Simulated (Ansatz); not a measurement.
## InAs (honeycomb monolayer): G0W0 under other settings

Aim: change settings of a G0W0 run on InAs (honeycomb monolayer) and see what moves.

Calculated with Ansatz 0.2.0; G0W0 on PBE, plane waves, PAW; PAW set soft_1.

### Step 1. Set-up

The cell holds 2 atoms: 1 In and 1 As. Cell: a = 4.359 Å, b = 4.359 Å, c = 24.500 Å, α = 90.0°, β = 90.0°, γ = 120.0°. Vacuum lies along c.

The structure was relaxed with PBE. The runs that relaxed it are not among those shown. The Coulomb interaction is cut off across the vacuum.

### Step 2. The base run: 6×6×1 mesh, 363 empty bands, screening to 54 eV, PAW set soft_1 files

G0W0 replaces the xc potential by the self-energy, built once from these orbitals. Only a window of levels is corrected, while the sums run over the empty bands that the input names. This step takes PAW set soft_1 files.

input.yaml reads:

```yaml
crystal:
  lattice:
    - [4.3594394178, 0.0, 0.0]
    - [-2.1797197089, 3.7753852821, 0.0]
    - [0.0, 0.0, 24.5]
  atoms:
    - { symbol: In, position: [0.3333333333, 0.6666666667, 0.4864945699] }
    - { symbol: As, position: [0.6666666667, 0.3333333333, 0.5135054301] }
  periodic: [true, true, false]
kpoints:
  mp_grid: { grid: [6, 6, 1] }
hamiltonian:
  xc: pbe
  pseudopotentials: { kind: paw, azcp: { folder: soft_1 } }
scf:
  occupations: { method: fixed }
gw:
  n_empty_bands: 363
  ecut_chi: 54.0
  qp_bands: [v2, c2]
  qp_kpoints: band_edges
  screening: { model: contour_deformation }
```

Run with:

```bash
$ ansatz run input.yaml --threads 4 --pin off --max-ram 17510MiB --backend cpu --events-out ev --progress --plain --runs-dir out
```

Numbers of over 12 decimals in the logs are rounded to 6 here.

The log of the run:

```text
Engine: ansatz 0.2.0, aarch64-unknown-linux-gnu
Pseudopotentials: kind: paw
Pseudopotential: In, paw, valence charge 13, recommended cutoff 420 eV (normal), soft_1/In.paw.azcp
Pseudopotential: As, paw, valence charge 15, recommended cutoff 420 eV (normal), soft_1/As.paw.azcp
Functional definition: PBE
  parameter kappa = 0.804
  parameter beta = 0.066725
  exchange = pbe_x(kappa = kappa, mu = beta*pi^2/3)
  correlation = pbe_c(beta = beta)
Crystal: 2 atoms, lattice volume = 403.235 Å³
Basis set: ecut = 420 eV, 7947 PW (Γ)
Bands: 18, of which v1, the nominal top of the filled ones, is band 14 counted from 1 (13 counted from 0)
Symmetry: 6 space group operations
Space group: P3m1 (ITA 156), of the structure as read, at distance tolerance 7.4e-5 Å
k-points: 7 of 36 (time reversal used)
Non-local potential: In, projectors of the file, l = 0: 2, l = 1: 2, l = 2: 2, l = 3: 1
Non-local potential: As, projectors of the file, l = 0: 2, l = 1: 2, l = 2: 3, l = 3: 1
PAW form: soft (Blöchl's): semilocal exchange-correlation on the pseudo side does not see the compensation charge
PAW one-centre angular grid: In, 590 points (default); XC on 64 Gauss nodes
PAW one-centre angular grid: As, 590 points (default); XC on 64 Gauss nodes
Initial density: superposition of atomic densities (neutral atoms: chi_scale 0, normalization atom)
Initial wavefunctions: pseudopotential atomic-orbital guess
Functional: x = pbe(κ = 0.804, μ = 0.219515), c = pbe(β = 0.066725)
SCF iter   1: F=—  HF=-10454.167111 eV  |F-HF|=—  |Δ(HF+E_count)|=         —  Δρ=1.27e-2  dr2=1.79e0  ethr=3.10e-3  ⟨swp⟩=5.6  Hψ=637  notcnv=0  defer=14
preconditioner: auto → Resta (q_TF=auto, 1.749 Å⁻¹)  ε∞=1.3  [insulator: Δε(μ)=1.054 eV  Ē_g=13.546 eV  n_scr=42 (ndim 8)  ℏωp=7.8 eV  f_vac=0.781  ε∞_Penn≈1.3  vacuum switching on, ρ_ref=1.3e-2 e/Å³]
SCF iter   2: F=—  HF=-10453.918286 eV  |F-HF|=—  |Δ(HF+E_count)|=   2.49e-1  Δρ=7.66e-3  dr2=1.09e0  ethr=3.10e-3  ⟨swp⟩=4.1  Hψ=301  notcnv=0  defer=14
SCF iter   3: F=—  HF=-10453.749986 eV  |F-HF|=—  |Δ(HF+E_count)|=   1.68e-1  Δρ=4.01e-3  dr2=1.39e-1  ethr=3.10e-3  ⟨swp⟩=4.4  Hψ=285  notcnv=0  defer=14
SCF iter   4: F=—  HF=-10453.729693 eV  |F-HF|=—  |Δ(HF+E_count)|=   2.03e-2  Δρ=1.54e-3  dr2=9.79e-3  ethr=4.96e-4  ⟨swp⟩=3.4  Hψ=237  notcnv=0  defer=14
SCF iter   5: F=—  HF=-10453.729229 eV  |F-HF|=—  |Δ(HF+E_count)|=   4.64e-4  Δρ=3.31e-4  dr2=2.95e-4  ethr=3.49e-5  ⟨swp⟩=3.4  Hψ=230  notcnv=0  defer=14
SCF iter   6: F=—  HF=-10453.729403 eV  |F-HF|=—  |Δ(HF+E_count)|=   1.74e-4  Δρ=9.17e-5  dr2=1.85e-5  ethr=1.05e-6  ⟨swp⟩=2.9  Hψ=263  notcnv=0  defer=14
SCF iter   7: F=—  HF=-10453.729417 eV  |F-HF|=—  |Δ(HF+E_count)|=   1.45e-5  Δρ=2.96e-5  dr2=3.49e-6  ethr=6.59e-8  ⟨swp⟩=2.7  Hψ=251  notcnv=0  defer=14
[...]
k-point 1: bands = [... 10 lower, -15.1551, -7.7087, -6.1264, -5.4064, -2.9705, -1.6135 (-1.6135°), -0.3717, 0.0459]
  k-point 2: bands = [... 10 lower, -14.6527, -9.2127, -5.9936, -5.8595, -2.9313, -1.9763, 0.1287, 0.9136]
  k-point 6: bands = [... 10 lower, -14.1425, -9.9895, -7.5405, -5.0330, -3.2192, 0.0895, 0.6352, 1.1710]
  ° read free of the cell's end (the report's vacuum.weakly_bound_levels)
--- G₀W₀: contour deformation, 7 samples at zero and on the imaginary axis and 3 off it, 36 q-points, 363 empty bands' worth ---
  eigenvalues of the whole cell's RPA ε∞ on this k-mesh (on a slab, of 1 + 4πα/V) = 1.1260, 7.3801, 7.3801; static W/v taken at q = 0 is 0.370926
  bands read: the sum over 377 bands ends inside a degenerate multiplet in 1 slot, whose members it reads at an even weight; the widest, k=0: bands 377 to 378 (counted from 1) at 1/2 each
  gw.qp_kpoints: band_edges: 6 of 7 stored k-points solved, in 1 pass; an edge of the gap read off the rows below is read off those points alone
    valence top: of the k-points left out ik 4 came nearest to being solved in a further pass, in band 14 (counted from 1, as in the quasiparticle table): it holds the edge there only if its correction is more favourable than any solved in that band by at least 0.922 eV; those differ by 0.113 eV
    conduction bottom: of the k-points left out ik 4 came nearest to being solved in a further pass, in band 15 (counted from 1, as in the quasiparticle table): it holds the edge there only if its correction is more favourable than any solved in that band by at least 1.582 eV; those differ by 0.124 eV
  `?` marks the rows in doubt; gw_qp.tsv's column doubts and the gw_qp event give each row's grounds
    ik  band        ε_KS         Σx   Σc(E_QP)       V_xc       Z   E_QP_lin       E_QP  E_QP is
     0    13     -5.0271   -16.0347     1.3363   -14.4646  0.6347    -5.2688    -5.2609  root
     0    14     -5.0271   -16.0347     1.3363   -14.4646  0.6347    -5.2688    -5.2609  root
     0    15     -4.2261    -9.7358    -2.7626   -12.8648  0.6500    -3.8380    -3.8597  root
     0    16     -1.7992    -3.7032    -2.6593    -6.4868  0.6674    -1.6729    -1.6750  root
     1    13     -6.1264   -13.6177     1.8456   -11.4288  0.6074    -6.4904    -6.4697  root
     1    14     -5.4064   -15.7207     1.4730   -13.9891  0.6293    -5.6749    -5.6650  root
     1    15     -2.9705    -9.3366    -3.0629   -12.7684  0.6345    -2.5783    -2.6015  root
     1    16     -1.6135    -4.8739    -3.0120    -8.0716  0.6503    -1.4226    -1.4278  root
[...]
2    14     -5.8595   -13.1696     1.7742   -11.0483  0.5957    -6.2280    -6.2067  root ?
[...]
5    13     -6.9250   -14.7542     2.1125   -12.3332  0.5888    -7.2502    -7.2335  root ?
[...]
5    16     -1.1290    -7.1129    -3.7453   -11.1476  0.6265    -0.8274    -0.8397  root
     6    13     -7.5405   -14.4954     2.4718   -11.7147  0.5687    -7.8634    -7.8493  root ?
     6    14     -5.0330   -13.8420     1.4394   -12.1004  0.6127    -5.3497    -5.3353  root
     6    15     -3.2192    -6.7374    -3.1262   -10.1081  0.6387    -2.9659    -2.9747  root
     6    16      0.0895    -3.7336    -3.3153    -7.1026  0.6597     0.1434     0.1432  root
[key lines of the parts left out:]
SCF converged after 9 iterations
Free energy (F): -10453.729416 eV
Fermi energy:    -5.027091 eV
```

Elapsed: 3.5 min, on 4 threads of Arm Neoverse V1, shared host; peak memory 3.5 GiB.

This step gave:

```yaml
bands_summed: 377
plane_waves_in_the_screening_matrix: 383
q_points_in_the_mesh: 36
g0w0_gap_on_the_mesh: 1.401 eV
k_of_the_valence_top: 0, 0, 0
k_of_the_conduction_bottom: 0, 0, 0
starting_gap_on_the_mesh: 0.8010 eV
z_at_the_valence_top: 0.6347
z_at_the_conduction_bottom: 0.6500
least_direct_g0w0_gap_on_the_computed_points: 1.401 eV
```

The gap on the mesh goes from 0.80 eV to 1.40 eV, a correction of +0.60 eV. Between the two edge states, bare exchange in place of the xc potential would open the gap by 4.70 eV, and correlation takes back 4.10 eV.

### Step 3. Variant: frequency model

Edit input.yaml of step 2 so:

```diff
@@ -21,2 +21,2 @@
   qp_kpoints: band_edges
-  screening: { model: contour_deformation }
+  screening: { model: godby_needs }
```

The log of the run:

```text
[...]
Crystal: 2 atoms, lattice volume = 403.235 Å³
Basis set: ecut = 420 eV, 7947 PW (Γ)
Bands: 18, of which v1, the nominal top of the filled ones, is band 14 counted from 1 (13 counted from 0)
[... 1 set-up line as in the run before ...]
[...]
k-points: 7 of 36 (time reversal used)
[...]
SCF iter   1: F=—  HF=-10454.167111 eV  |F-HF|=—  |Δ(HF+E_count)|=         —  Δρ=1.27e-2  dr2=1.79e0  ethr=3.10e-3  ⟨swp⟩=5.6  Hψ=637  notcnv=0  defer=14
[...]
SCF iter   9: F=-10453.729416 eV  HF=-10453.729416 eV  |F-HF|=2.70e-8  |Δ(HF+E_count)|=   7.52e-8  Δρ=1.43e-6  dr2=1.91e-8  ethr=3.13e-10  ⟨swp⟩=3.3  Hψ=365  notcnv=0
SCF 1 converged in 9 iterations: F = -10453.729416 eV  dr2 = 1.91e-8
[...]
NSCF: frozen V_eff on 7 k-points
G₀W₀ screening: q 1/7
[... further progress lines ...]
SCF converged after 9 iterations
Free energy (F): -10453.729416 eV
[...]
Internal energy: -10453.729416 eV  (E = F + TS)
E sigma→0 (E₀):  -10453.729416 eV
Fermi energy:    -5.027091 eV
[...]
--- Band table (eV; the first three rows and the last of 7) ---
  k-point 0: bands = [... 10 lower, -15.3580, -7.2610, -5.0271, -5.0271, -4.2261, -1.7992 (-1.7993°), -0.2440, -0.0483]
  k-point 1: bands = [... 10 lower, -15.1551, -7.7087, -6.1264, -5.4064, -2.9705, -1.6135 (-1.6135°), -0.3717, 0.0459]
  k-point 2: bands = [... 10 lower, -14.6527, -9.2127, -5.9936, -5.8595, -2.9313, -1.9763, 0.1287, 0.9136]
  k-point 6: bands = [... 10 lower, -14.1425, -9.9895, -7.5405, -5.0330, -3.2192, 0.0895, 0.6352, 1.1710]
  ° read free of the cell's end (the report's vacuum.weakly_bound_levels)
--- G₀W₀: ω_p = 34.1128 eV, 36 q-points, 363 empty bands' worth ---
[...]
GN-PPA: 2433708/4785445 pairs with Re ω̃² < 0 across q-mesh
[...]
0    13     -5.0271   -16.0347     1.2425   -14.4646  0.7476    -5.3563    -5.3547  root
     0    14     -5.0271   -16.0347     1.2425   -14.4646  0.7476    -5.3563    -5.3547  root
     0    15     -4.2261    -9.7358    -2.7078   -12.8648  0.7616    -3.8025    -3.8049  root
     0    16     -1.7992    -3.7032    -2.6595    -6.4868  0.8018    -1.6749    -1.6752  root
     1    13     -6.1264   -13.6177     1.6176   -11.4288  0.7405    -6.7034    -6.6977  root
     1    14     -5.4064   -15.7207     1.3596   -13.9891  0.7457    -5.7805    -5.7784  root
     1    15     -2.9705    -9.3366    -2.9804   -12.7684  0.7565    -2.5159    -2.5190  root
     1    16     -1.6135    -4.8739    -2.9934    -8.0716  0.7868    -1.4085    -1.4092  root
[...]
6    13     -7.5405   -14.4954     2.1784   -11.7147  0.7287    -8.1501    -8.1427  root
     6    14     -5.0330   -13.8420     1.2848   -12.1004  0.7413    -5.4930    -5.4898  root
     6    15     -3.2192    -6.7374    -3.1307   -10.1081  0.7637    -2.9782    -2.9791  root
     6    16      0.0895    -3.7336    -3.3484    -7.1026  0.7784     0.1101     0.1101  root
```

The job ended after 3.2 min (4 threads; peak memory 3.6 GiB).

The G0W0 gap on the mesh is 1.550 eV.

Against the base:

| setting | base | variant |
| --- | --- | --- |
| frequency model | contour deformation | plasmon pole |

| quantity | variant | base |
| --- | --- | --- |
| starting gap on the mesh | 0.801 | 0.801 |
| G0W0 gap on the mesh | 1.550 | 1.401 |
| least direct G0W0 gap on the computed points | 1.550 | 1.401 |
| Z at the valence top | 0.748 | 0.635 |
| Z at the conduction bottom | 0.762 | 0.650 |

### Step 4. Summary of results

* base: 1.40 eV, 3.5 min
* frequency model: 1.55 eV, 3.2 min

**Reading.** Frequency model: the gap moves by +0.15 eV. All runs here use a coarse mesh and modest cutoffs; they test settings and are not final values. The mesh in the plane is coarse for a sheet; gap and any exciton binding can still move on denser ones. The many-body steps are scalar-relativistic: spin-orbit coupling is not in them.

[Paths, hosts, dates, memory and timing lines, banners, echoed tables and standing remarks are left out of the program output.]

[Logs are printed without paths, hosts, clocks, repeated set-up lines and the standing remarks that a program may print on its own settings, such as how far it seeks lower states.]

[Runs of the session that timed out or met a known fault of the program may be left out.]

[Cells called generated may have been cut or substituted from an entry of the Crystallography Open Database or the Materials Project.]

[Hosts, paths, dates, database ids (printed as entryN), source tags and the programs' standing remarks are cut or masked in the printed files.]
